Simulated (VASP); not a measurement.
An input for VASP 6.6.1 (Cu):

run.py

```python
from ase.calculators.vasp import Vasp
from ase.dft.bandgap import bandgap
from ase.io import read

atoms = read('POSCAR')
calc = Vasp(
    directory='calc',
    xc='revtpss',
    pp='PBE',
    setups='recommended',
    prec='Accurate',
    encut=520,
    ediff=1e-06,
    ismear=-1,
    sigma=0.1,
    lreal=False,
    lasph=True,
    nelm=80,
    algo='Normal',
    isif=2,
    lwave=False,
    lcharg=False,
    lmixtau=True,
    ivdw=12,
    kpts=[13, 13, 13],
    gamma=True,
)
atoms.calc = calc

print('energy (eV):', atoms.get_potential_energy())
print('free energy (eV):', atoms.get_potential_energy(force_consistent=True))
print('forces (eV/A):')
print(atoms.get_forces())
print('stress (eV/A^3, Voigt):', atoms.get_stress())
print('Fermi level (eV):', calc.get_fermi_level())
gap, top, bottom = bandgap(calc)
print('band gap (eV):', gap, 'from (spin, k, band)', top, 'to', bottom)
```

Contents of POSCAR:

```
Cu
1.0
    0.0000000000      1.8075000000      1.8075000000
    1.8075000000      0.0000000000      1.8075000000
    1.8075000000      1.8075000000      0.0000000000
Cu
1
Direct
    0.0000000000      0.0000000000      0.0000000000
```

Potentials or basis: VASP PAW PBE potentials, release 64 (Cu).

Command:

```console
$ python run.py
```

How does this run end?

The run stopped without a result. It printed:

Output:

```text
Traceback (most recent call last):
  ...
ase.calculators.calculator.CalculationFailed: vasp in <dir> returned an error: 1 stderr is in vasp.out
```

OUTCAR:

```text
ENCUT = 520.000000
   EDIFF = 1.00e-06
   METAGGA = RTPSS
   PREC = Accurate
   ISIF = 2
   ISMEAR = -1
   NELM = 80
   IVDW = 12
   LASPH = .TRUE.
   LREAL = .FALSE.
```

Among its messages:

```text
Unsupported xc functional, please specify VDW_S6, VDW_S8, VDW_A1 and VDW_A2 in the INCAR file. ---->  I REFUSE TO CONTINUE WITH THIS SICK JOB ... BYE!!! <----
```
